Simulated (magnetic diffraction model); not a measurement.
**Dy2Ni: what an assumed order does to the neutron pattern**

Space group C2/m (no. 12), a = 11.8000 Å, b = 3.5550 Å, c = 7.1440 Å, β = 105.12°.

```csv
site,atom,x,y,z
4i,Dy,0.8360,0,0.8968
4i,Dy,0.8546,0,0.4376
4i,Ni,0.9890,1/2,0.2283
```

The compound is invented for this exercise: a known structure type with other elements, its cell scaled to their sizes and not relaxed.

Only Dy is taken to order (form factors of Dy3+); orders and moment sizes are assumed, and not adapted to the symmetry. Radiation: neutrons of λ = 2.567 Å (absorption by Dy left out), 8° to 75°; isotropic B of 0.51 Å² (Dy) and 0.62 Å² (Ni). Simulated constant-wavelength pattern: nuclear and magnetic terms add, the magnetic one as |2.695 fm × Σ f S⊥ exp(2πi Q·r) exp(−B s²)|², summed over all Q at one angle with the factor 1/(sin²θ cos θ). For collinear order S is the moment m, which repeats by lattice and centring translations R with the sign exp(−2πi k·R). Free-ion form factors, Sears's scattering lengths of 1992, no absorption; a label names one of the reflections at its angle. The strongest nuclear line in the range is 100, and lines under 0.2 are left out.

Assume the order k = (1 0 0), collinear moments along [001], 5.9 μB on Dy; signs + at (0.8360, 0, 0.8968), + at (0.6640, 1/2, 0.1032), + at (0.8546, 0, 0.4376), + at (0.6454, 1/2, 0.5624).

Q: Where does magnetic intensity appear, and how strong is it?

```csv
2θ (°),index,nuclear,magnetic
12.94,(1 0 0),0.0,327.0
26.05,(2 0 0),0.5,0.0
38.24,(2 0 1),0.3,0.0
39.51,(3 0 0),0.0,2.4
43.70,(0 0 2),2.0,0.0
44.45,(1 1 0),7.0,0.0
44.86,(2 0 -2),4.9,0.0
47.93,(0 1 1),0.0,0.6
49.17,(1 0 2),0.0,5.7
50.38,(2 1 0),0.0,49.2
50.46,(3 0 1),0.0,1.9
51.27,(3 0 -2),0.0,7.8
51.48,(1 1 1),4.9,0.0
53.58,(4 0 0),6.7,0.0
57.73,(2 0 2),47.4,0.0
58.35,(2 1 1),0.0,1.3
59.28,(3 1 0),100.0,0.0
60.55,(4 0 -2),48.6,0.0
61.28,(1 1 -2),97.8,0.0
62.47,(0 1 2),0.0,13.1
63.37,(2 1 -2),0.0,11.3
64.09,(4 0 1),5.9,0.0
66.85,(1 1 2),0.8,0.0
67.88,(0 0 3),6.3,0.0
68.58,(5 0 0),0.0,13.3
68.71,(3 0 2),0.0,3.8
69.43,(4 1 -1),0.0,0.3
70.55,(4 1 0),0.0,12.2
72.12,(5 0 -2),0.0,3.3
73.41,(1 0 3),0.0,0.3
74.15,(2 1 2),0.0,0.3
```

The strongest magnetic line in the range is (1 0 0) at 12.94° (327.0). On top of the Lorentz factor, which all lines share, magnetic lines fade with angle because f falls: for Dy3+ it is 0.96, 0.84, 0.69 and 0.41 at sin θ/λ = 0.1, 0.2, 0.3 and 0.5 Å⁻¹, while nuclear lengths stay constant. The order has no net moment.

[Logs are printed without paths, hosts, clocks, repeated set-up lines and the standing remarks that a program may print on its own settings, such as how far it seeks lower states.]
